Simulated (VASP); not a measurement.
## A VASP 6.6.1 single-point calculation on MgO

INCAR

```
LASPH = .TRUE.
PREC = Accurate
LWAVE = .FALSE.
NELM = 120
EDIFF = 1E-7
SIGMA = 0.02
ISMEAR = -1
NBANDS = 16
ENCUT = 520
LREAL = Auto
GGA = PE
IBRION = -1
LCHARG = .FALSE.
ISIF = 2
NSW = 0
```

KPOINTS

```
KPOINTS created by Atomic Simulation Environment
0
Gamma
12 12 6
0 0 0
```

POSCAR

```
Mg O
 1.0000000000000000
     3.2882172281021651   -0.0000000000288675    0.0000000000000000
    -1.6441086140260825    2.8476796527125590    0.0000000000000000
     0.0000000000000000    0.0000000000000000    4.8833352865000004
 Mg  O
   2   2
Cartesian
  0.0000000000166668  1.8984531017987503 -0.0739727679191212
  1.6441086140594161  0.9492265508849416  2.3676948753308795
  0.0000000000166668  1.8984531017987503  1.9052235003566216
  1.6441086140594161  0.9492265508849416  4.3468911436066229
```

The recommended PBE PAW datasets give the neutral cell 16 valence electrons.

Command

```
mpirun -np 1 vasp_std
```

OSZICAR

```
N       E                     dE             d eps       ncg     rms          rms(c)
DAV:   1     0.599272663420E+02    0.59927E+02   -0.75410E+03  2432   0.885E+02
DAV:   2    -0.239458632110E+02   -0.83873E+02   -0.77343E+02  3368   0.196E+02
DAV:   3    -0.277448614892E+02   -0.37990E+01   -0.37904E+01  2736   0.433E+01
DAV:   4    -0.277599201769E+02   -0.15059E-01   -0.15058E-01  2880   0.319E+00
DAV:   5    -0.277599946453E+02   -0.74468E-04   -0.74468E-04  2792   0.214E-01    0.117E+01
DAV:   6    -0.235222710352E+02    0.42377E+01   -0.11926E+01  2440   0.261E+01    0.375E+00
DAV:   7    -0.234808702270E+02    0.41401E-01   -0.15482E-01  2440   0.315E+00    0.219E+00
DAV:   8    -0.234759436301E+02    0.49266E-02   -0.89646E-02  2568   0.329E+00    0.491E-01
DAV:   9    -0.234736207223E+02    0.23229E-02   -0.31157E-03  3032   0.513E-01    0.167E-01
DAV:  10    -0.234743342174E+02   -0.71350E-03   -0.14511E-03  2504   0.249E-01    0.311E-02
DAV:  11    -0.234743536767E+02   -0.19459E-04   -0.13747E-05  2888   0.281E-02    0.193E-02
DAV:  12    -0.234743545272E+02   -0.85050E-06   -0.77474E-06  2480   0.244E-02    0.347E-03
DAV:  13    -0.234743544805E+02    0.46727E-07   -0.67403E-07  2560   0.681E-03
   1 F= -.23474354E+02 E0= -.23474354E+02  d E =-.798542E-12
```

From OUTCAR

```
k-points           NKPTS =     76   k-points in BZ     NKDIM =     76   number of bands    NBANDS=     16

   NELECT =      16.0000    total number of electrons

   dimension x,y,z NGX =    24 NGY =   24 NGZ =   36
   dimension x,y,z NGXF=    48 NGYF=   48 NGZF=   72

  energy-cutoff  :      520.00
  volume of cell :       45.73
      direct lattice vectors                 reciprocal lattice vectors
     3.288217228 -0.000000000  0.000000000     0.304116161  0.175581547  0.000000000
    -1.644108614  2.847679653  0.000000000     0.000000000  0.351163095  0.000000000
     0.000000000  0.000000000  4.883335287     0.000000000  0.000000000  0.204778075

 k-points in reciprocal lattice and weights: KPOINTS created by Atomic Simulation Env
   0.00000000  0.00000000  0.00000000       0.001
   0.08333333 -0.00000000  0.00000000       0.007
   0.16666667 -0.00000000  0.00000000       0.007
   0.25000000 -0.00000000  0.00000000       0.007
   0.33333333 -0.00000000  0.00000000       0.007
   0.41666667 -0.00000000  0.00000000       0.007
   0.50000000 -0.00000000  0.00000000       0.003
   0.08333333  0.08333333  0.00000000       0.007
   ...

 E-fermi :   1.8388

 k-point     1 :       0.0000    0.0000    0.0000
  band No.  band energies     occupation
      1     -15.0404      2.00000
      2     -14.1486      2.00000
      3      -2.0216      2.00000
      4       0.4920      2.00000
      5       0.4920      2.00000
      6       0.8662      2.00000
      7       0.8662      2.00000
      8       1.3984      2.00000
      9       4.9797      0.00000
     10      10.1250      0.00000
     11      12.0394      0.00000
     12      15.5459      0.00000
     13      15.5459      0.00000
     14      17.5567      0.00000
     15      18.0317      0.00000
     16      18.0317      0.00000

 k-point     2 :       0.0833   -0.0000    0.0000
  band No.  band energies     occupation
      1     -15.0038      2.00000
      2     -14.1372      2.00000
      3      -1.9536      2.00000
      4       0.3270      2.00000
      5       0.4425      2.00000
      6       0.6382      2.00000
      7       0.8747      2.00000
      8       1.3710      2.00000
      9       5.3175      0.00000
     10      10.3236      0.00000
     11      11.9680      0.00000
     12      14.6471      0.00000
     13      15.6692      0.00000
     14      17.4719      0.00000
     15      18.0252      0.00000
     16      18.1422      0.00000

 k-point     3 :       0.1667   -0.0000    0.0000
  band No.  band energies     occupation
      1     -14.8998      2.00000
      2     -14.1086      2.00000
      3      -1.7560      2.00000
      4      -0.1736      2.00000
      5       0.2213      2.00000
      6       0.3249      2.00000
      7       0.8818      2.00000
      8       1.2840      2.00000
      9       6.1186      0.00000
     10      10.7733      0.00000
     11      11.7941      0.00000
     12      13.4062      0.00000
     13      15.9822      0.00000
     14      16.1846      0.00000
     15      17.1656      0.00000
     16      17.3338      0.00000

 ...

  Total        2.0120296      2.0120296      1.9025472      0.0000000      0.0000000      0.0000000
  in kB       70.4979949     70.4979949     66.6619238      0.0000000      0.0000000      0.0000000
  external PRESSURE =      69.2193045 kB  Pullay stress =       0.0000000 kB

 POSITION                                       TOTAL-FORCE (eV/Angst)
 -----------------------------------------------------------------------------------
      0.00000      1.89845      4.80936         0.000000      0.000000     -0.017748
      1.64411      0.94923      2.36769        -0.000000     -0.000000     -0.017748
      0.00000      1.89845      1.90522         0.000000      0.000000      0.017748
      1.64411      0.94923      4.34689        -0.000000     -0.000000      0.017748
 -----------------------------------------------------------------------------------
    total drift:                               -0.000000     -0.000000     -0.005695

  FREE ENERGIE OF THE ION-ELECTRON SYSTEM (eV)
  ---------------------------------------------------
  free  energy   TOTEN  =       -23.4743544805 eV

  energy  without entropy=      -23.4743544805  energy(sigma->0) =      -23.47435448
```

It converged. Results: gap between bands v and c on the k mesh 3.58 eV; least direct gap on the k mesh 3.58 eV; pressure 6.9 GPa; largest force 0.02 eV/Å. Band v is the last that the valence electrons fill when counted band by band, and c is the next.

For comparison, a separate PBE run of the intended cell, on usual settings and not on those above, gives a gap of 3.58 eV on its mesh and a pressure of 7.0 GPa.

The run above took about 61 s on one core of a shared host (Intel Xeon Platinum 8488C) and held 0.18 GiB at most.
